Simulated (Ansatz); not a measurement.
The system is Li2S.

```
S Li
1.0
     0.00000    2.84450    2.84450
     2.84450    0.00000    2.84450
     2.84450    2.84450    0.00000
S Li
1 2
Direct
  0.00000 0.00000 0.00000
  0.75000 0.75000 0.75000
  0.25000 0.25000 0.25000
```

Program: Ansatz 0.2.0. Alike in all runs: task band structure; potentials or basis Ansatz PAW; no spin polarisation; cell as given; k mesh 8 × 8 × 8; cutoff (eV) 420; smearing fermi-dirac 0.05 eV.

Task: Order these runs on this cell by their pressure, lowest first.
A. level LDA
B. level revPBE
C. level PBEsol

Result: A (-2.6 GPa), C (-0.7 GPa), B (1.9 GPa).

Caveats: the PAW data sets come from PBE, with cores solved anew for the run's functional, which leaves a small shift of forces and pressure.
